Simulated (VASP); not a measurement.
## Si (a cell with a defect): relaxation of the atoms with PBE

The system is Si (a cell with a defect).

```xyz
17
Lattice="0.0000 5.4300 5.4300 5.4300 0.0000 5.4300 5.4300 5.4300 0.0000" Properties=species:S:1:pos:R:3 pbc="T T T"
Si    0.0000    0.0000    0.0000
Si    1.3575    1.3575    1.3575
Si    2.7150    2.7150    0.0000
Si    4.0725    4.0725    1.3575
Si    2.7150    0.0000    2.7150
Si    4.0725    1.3575    4.0725
Si    5.4300    2.7150    2.7150
Si    6.7875    4.0725    4.0725
Si    0.0000    2.7150    2.7150
Si    1.3575    4.0725    4.0725
Si    2.7150    5.4300    2.7150
Si    4.0725    6.7875    4.0725
Si    2.7150    2.7150    5.4300
Si    4.0725    4.0725    6.7875
Si    5.4300    5.4300    5.4300
Si    6.7875    6.7875    6.7875
Si    3.4166    4.7857    4.7080
```

The cell was built by a generator and needn't be a form met in nature.

| Property | Result |
| --- | --- |
| Program | VASP 6.6.1 |
| Task | relaxation of the atoms |
| Functional | PBE |
| Potentials or basis | VASP PAW PBE potentials, release 64 (Si) |
| Cutoff | 520 eV |
| k mesh | 2 × 2 × 2 |
| Occupations | gaussian, width 0.02 eV |
| Spin | no spin polarisation |
| Dipole correction | no |
| Further INCAR settings | LREAL = Auto; ALGO = Fast; EDIFF = 1e-07; IBRION = 2; EDIFFG = -0.03; NSW = 80 |

```
Energy gained by relaxing    : 58.3 meV/atom
Ionic steps                  : 34
Pressure after relaxing      : 4.6 GPa
Largest force after relaxing : 0.028 eV/Å
Band gap on the k mesh       : 0.09 eV, indirect (least direct gap 0.47 eV)
```

Forces in eV/Å, atoms in the order of the input:
```
Si   0.003  0.015  0.008
Si  -0.011  0.007  0.020
Si   0.001 -0.013  0.003
Si  -0.001  0.001  0.014
Si   0.008  0.002 -0.015
Si   0.004  0.005 -0.009
Si  -0.011 -0.004  0.006
Si  -0.001 -0.010 -0.017
Si  -0.013  0.000 -0.020
Si  -0.005  0.007 -0.019
Si   0.000  0.014  0.000
Si  -0.002 -0.007 -0.022
Si   0.008 -0.020  0.018
Si   0.003 -0.009 -0.001
Si   0.015  0.003  0.008
Si   0.008  0.013  0.019
Si  -0.004 -0.004  0.008
```

Stress tensor (GPa, compression positive):
```
 4.63  0.42  0.42
 0.42  4.60 -0.39
 0.42 -0.39  4.59
```

Step by step:
| step | energy change (eV) | largest force (eV/Å) | pressure (GPa) |
| --- | --- | --- | --- |
| 1 | 0.0000 | 2.7048 | 7.64 |
| 2 | -0.7074 | 0.7336 | 6.29 |
| 3 | -0.7084 | 0.7236 | 6.30 |
| 4 | -0.7926 | 0.4175 | 6.13 |
| 5 | -0.7948 | 0.4186 | 6.10 |
| 6 | -0.8274 | 0.2716 | 6.03 |
| 7 | -0.8345 | 0.2457 | 5.98 |
| 8 | -0.8639 | 0.2204 | 5.91 |
| 9 | -0.9187 | 0.3676 | 5.66 |
| 10 | -0.8872 | 0.8123 | 5.13 |
| 11 | -0.9281 | 0.5346 | 5.48 |
| 12 | -0.9449 | 0.4664 | 5.38 |
| 13 | -0.9761 | 0.2546 | 5.09 |
| 14 | -0.9576 | 0.3819 | 4.48 |
| 15 | -0.9817 | 0.1214 | 4.89 |
| 16 | -0.9843 | 0.0642 | 4.87 |
| 17 | -0.9850 | 0.0522 | 4.86 |
| 18 | -0.9854 | 0.0462 | 4.86 |
| 19 | -0.9861 | 0.0306 | 4.86 |
| 20 | -0.9861 | 0.0392 | 4.86 |
| 21 | -0.9865 | 0.0311 | 4.86 |
| 22 | -0.9868 | 0.0402 | 4.87 |
| 23 | -0.9871 | 0.0339 | 4.87 |
| 24 | -0.9872 | 0.0316 | 4.87 |
| 25 | -0.9876 | 0.0369 | 4.85 |
| 26 | -0.9885 | 0.0575 | 4.80 |
| 27 | -0.9874 | 0.1126 | 4.69 |
| 28 | -0.9887 | 0.0670 | 4.78 |
| 29 | -0.9889 | 0.0635 | 4.77 |
| 30 | -0.9896 | 0.0529 | 4.74 |
| 31 | -0.9904 | 0.0462 | 4.68 |
| 32 | -0.9903 | 0.0612 | 4.56 |
| 33 | -0.9907 | 0.0520 | 4.62 |
| 34 | -0.9910 | 0.0282 | 4.61 |

Final structure:
```yaml
crystal:
  lattice:
    - [0.00000, 5.43000, 5.43000]
    - [5.43000, 0.00000, 5.43000]
    - [5.43000, 5.43000, 0.00000]
  atoms:
    - { symbol: Si, position: [0.98871, 0.99781, 0.99879] }
    - { symbol: Si, position: [0.06462, 0.14459, 0.14561] }
    - { symbol: Si, position: [0.98967, 0.99746, 0.51494] }
    - { symbol: Si, position: [0.13455, 0.10953, 0.62839] }
    - { symbol: Si, position: [0.98970, 0.51400, 0.99841] }
    - { symbol: Si, position: [0.13502, 0.62730, 0.11035] }
    - { symbol: Si, position: [0.06378, 0.47845, 0.47944] }
    - { symbol: Si, position: [0.13566, 0.62708, 0.62799] }
    - { symbol: Si, position: [0.44384, 0.01871, 0.01898] }
    - { symbol: Si, position: [0.61728, 0.11625, 0.11645] }
    - { symbol: Si, position: [0.50632, 0.97278, 0.51062] }
    - { symbol: Si, position: [0.61818, 0.11562, 0.65054] }
    - { symbol: Si, position: [0.50684, 0.50956, 0.97374] }
    - { symbol: Si, position: [0.61800, 0.64989, 0.11624] }
    - { symbol: Si, position: [0.50726, 0.50952, 0.51014] }
    - { symbol: Si, position: [0.68376, 0.60497, 0.60581] }
    - { symbol: Si, position: [0.55642, 0.31393, 0.31533] }
```

Levels at points of the mesh, in eV from the valence-band top:
```
           k point  band 31  band 32  band 33  band 34  band 35  band 36  band 37  band 38
(0.00, 0.00, 0.00)    -1.19    -0.58    -0.57    -0.39     0.09     0.09     0.41     0.41
(0.50, 0.00, 0.00)    -1.29    -1.15    -1.15     0.00     0.53     0.53     1.35     1.36
(0.00, 0.50, 0.00)    -1.28    -1.24    -0.73    -0.22     0.39     0.74     1.06     1.25
(0.00, 0.00, 0.50)    -1.28    -1.24    -0.73    -0.22     0.38     0.74     1.06     1.25
(0.50, 0.50, 0.50)    -1.28    -1.24    -0.72    -0.22     0.38     0.74     1.05     1.24
(0.50, 0.50, 0.00)    -1.74    -1.60    -0.31    -0.15     0.60     1.57     1.60     1.73
(0.00, 0.50, 0.50)    -1.74    -1.59    -0.31    -0.15     0.60     1.57     1.60     1.73
(0.50, 0.00, 0.50)    -1.74    -1.60    -0.31    -0.15     0.60     1.57     1.60     1.73
```

It took 42 min on 1 thread of AMD EPYC 9R45 96-Core Processor (Zen 5) (shared host), peak memory 0.5 GiB.

Caveat: the k mesh is coarse (spacing up to 0.50 Å⁻¹), so the values aren't converged. PBE gaps usually lie below the measured ones, often by a third to a half.
